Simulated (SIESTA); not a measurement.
# HfO2 under changes of volume

One of the cells (10.694 Å³/atom); the others are scaled copies at fixed shape and fractional positions:

```
Hf O
1.0
     5.08032    0.00000    0.00000
     0.00000    5.16487    0.00000
     0.00000    0.00000    4.89088
Hf O
4 8
Cartesian
  1.1308 4.0379 1.3307
  3.6710 3.7094 3.5602
  3.9495 1.1270 1.3307
  1.4093 1.4555 3.5602
  0.9491 0.8452 0.5113
  3.4892 1.7372 4.3796
  4.1312 4.3196 0.5113
  1.5911 3.4277 4.3796
  0.0000 2.5824 2.3919
  2.5402 0.0000 2.4990
  0.0000 0.0000 2.8153
  2.5402 2.5824 2.0756
```

The cell comes from a database or a generator and needn't be the stable form of this composition.

| Quantity | Value |
| --- | --- |
| Program | SIESTA 5.4.2 |
| Functional | LDA |
| Potentials or basis | PseudoDojo 0.4 standard (LDA files) |
| Basis | DZP (energy shift 0.003 Ry; two zetas on semicore shells) |
| Grid cutoff | 800 Ry |
| Energy shift | 0.003 Ry |
| k mesh | 4 × 4 × 4 |
| Occupations | fermi-dirac, width 0.05 eV |
| Spin | no spin polarisation |

| volume (Å³/atom) | energy over the lowest point (meV/atom) | pressure (GPa) | gap on the mesh (eV) | largest force (eV/Å) |
| --- | --- | --- | --- | --- |
| 10.053 | ? | ? | ? | ? |
| 10.267 | 5.95 | 7.6 | 3.59 | 0.549 |
| 10.481 | 0.00 | 1.4 | 3.54 | 0.379 |
| 10.694 | 1.86 | -4.1 | 3.48 | 0.226 |
| 10.908 | 10.74 | -9.1 | 3.43 | 0.119 |
| 11.122 | 25.93 | -13.6 | 3.38 | 0.194 |
| 11.336 | 46.79 | -17.6 | 3.33 | 0.299 |

Question: What does the run at 10.053 Å³/atom give?

Answer: Energy over the lowest point 20.62 meV/atom; pressure 14.5 GPa; gap on the mesh 3.64 eV; largest force 0.733 eV/Å.

Worked out: A Birch-Murnaghan fit of order 3 (a polynomial in V^(-2/3)) to the other rows has its minimum at 10.53 Å³/atom with B0 = V·E''(V) = 281 GPa and B' = 4.3 at fixed shape and positions, which overstates the stiffness. It gives 20.63 meV/atom at 10.053 Å³/atom, against the run's 20.62, and -dE/dV = 14.5 GPa, against 14.5. A straight line through the other rows of the gap, of slope -2.64 eV per unit of ln V (its deformation potential), extrapolates to 3.65 eV, against the run's 3.64.

Energies are extrapolated to zero smearing.

Caveats: short orbitals over semicore shells can move pressures by several GPa; spin-orbit coupling is left out, which moves the levels of the heavy elements; the basis of atomic orbitals isn't converged, which shifts pressures, moduli and gaps.

A mesh can miss the band edges.
